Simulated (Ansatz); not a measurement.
System: skutterudite CoSb₃. Method: LDA in Ansatz (PAW).

Settings: plane-wave cutoff 520 eV, 6×6×6 k mesh, Fermi–Dirac smearing 0.01 eV, no spin polarisation, scalar-relativistic PAW data made under PBE.

Equation-of-state points:

```
V (Å³/atom)  E − E_lowest (meV/atom)  P (GPa)
-----------  -----------------------  -------
21.258                         12.31     4.63
21.701                          2.96     2.18
22.144                          0.00     0.00
22.587                          2.74    -1.94
23.030                         10.55    -3.67
```

Task: Estimate the bulk modulus and its pressure derivative from these points.

Result: V0 = 22.144 Å³/atom, B0 = 103 GPa, B′ = 4.8 (fit to the energies at full precision).

Shape and atoms are relaxed at each volume.

Measured, for comparison: bulk modulus 95 ± 5 GPa (room temperature, not corrected to a static lattice, sources range from 85.0 to 95.0; as tabulated in Alexeev et al. (2016), arXiv:1601.07731); equilibrium volume per atom 23.06 Å³/atom (room temperature, not corrected to a static lattice; as tabulated in Alexeev et al. (2016), arXiv:1601.07731). Computed less measured: bulk modulus +8 % (+8 % to +21 % over the range), equilibrium volume per atom -4.0 %.

Spin–orbit coupling is not included.

It cost very roughly 30 core-minutes of CPU time.

Ansatz is a first-principles code.
